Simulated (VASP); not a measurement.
Runs of VASP 6.6.1 on Co. Symmetry: P6_3/mmc, No. 194, hexagonal system. The conventional cell has a = 2.472 Å, b = 2.472 Å, c = 4.021 Å, α = 90.00°, β = 90.00°, γ = 120.00°. Around Co (site symmetry -6m2) lie 12 Co at 2.47 Å. 

| task | level | potentials or basis | spin | U | cutoff (eV) | smearing | LDAUTYPE | hund's J | gap on the mesh (eV) | pressure (GPa) | moment (μB) |
| --- | --- | --- | --- | --- | --- | --- | --- | --- | --- | --- | --- |
| single point | PBE | VASP PAW PBE potentials, release 64 (Co) | collinear, ferromagnetic start | - | 520 | fermi-dirac 0.05 eV | - | - | none | 3.9 | 3.19 |
| single point | PBEsol | VASP PAW PBE potentials, release 64 (Co) | collinear, ferromagnetic start | - | 500 | gaussian 0.1 eV | - | - | none | -6.6 | 3.19 |
| single point | PBE | VASP PAW PBE potentials, release 64 (Co) | collinear, ferromagnetic start | - | 520 | gaussian 0.1 eV | - | - | none | 3.9 | 3.20 |
| band structure | LDA+U | VASP PAW LDA potentials, release 64 (Co) | collinear, ferromagnetic start | Co d U = 8 eV, J = 1.0 eV | 520 | methfessel-paxton 0.2 eV | 1 | 1 | - | -19.5 | (a) |
| band structure | RPBE+U | VASP PAW PBE potentials, release 64 (Co) | collinear, antiferromagnetic start | Co d U = 6 eV, J = 0.9 eV | 520 | fermi-dirac 0.1 eV | 1 | 0.9 | - | - | 0.00 |
| single point | PBEsol | VASP PAW PBE potentials, release 64 (Co) | collinear, ferromagnetic start | - | 520 | gaussian 0.02 eV | - | - | none | -6.6 | 3.19 |

Alike in all rows: cell as given; k mesh 12 × 12 × 7.

**Question.** Fill in the values left out.

**Answer.** (a) 3.75.

Caveats: the PAW data sets were made with another functional, which shifts forces and pressure a little (some runs); the U is typed as a test and isn't derived for this compound (some runs).

A k mesh can miss the band edges.

A gap of «none» marks a metal or a gap under the smearing width.

Not every run made on this cell is shown here.
